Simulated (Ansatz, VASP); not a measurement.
# One calculation of GaN, two programs

```xyz
2
Lattice="0.0000 1.9925 1.9925 1.9925 0.0000 1.9925 1.9925 1.9925 0.0000" Properties=species:S:1:pos:R:3 pbc="T T T"
Ga    1.9925    1.9925    2.0225
N     0.0000    0.0000    0.0000
```

Alike in both runs: task electric field gradients; functional PBE; k mesh 13 × 13 × 13; occupations fermi-dirac, width 0.02 eV; no spin polarisation.

```csv
,VASP,Ansatz
version,VASP 6.6.1,Ansatz 0.2.0
potentials or method,"VASP PAW PBE potentials, release 64 (Ga_d, N), cutoff 520 eV","all-electron PAW with datasets made for the crystal, scalar-relativistic"
```

VASP gave:

* gap on the k mesh at the Fermi level (eV): 1.91
* rms of the force components (eV/Å): 0.162
* Vzz of the field gradient on the site that differs most (V/Å²): -1.0

Q: Which values does Ansatz return?

A: gap on the k mesh at the Fermi level (eV): 1.93; rms of the force components (eV/Å): 0.163; Vzz of the field gradient on the site that differs most (V/Å²): -1.0.

Atom by atom the forces differ by 0.001 eV/Å (rms over components). Ansatz ran all-electron here, so the differences hold the error of VASP's frozen core and of both bases.

Caveats: an odd mesh through Γ misses points on the zone boundary, where band edges often lie.
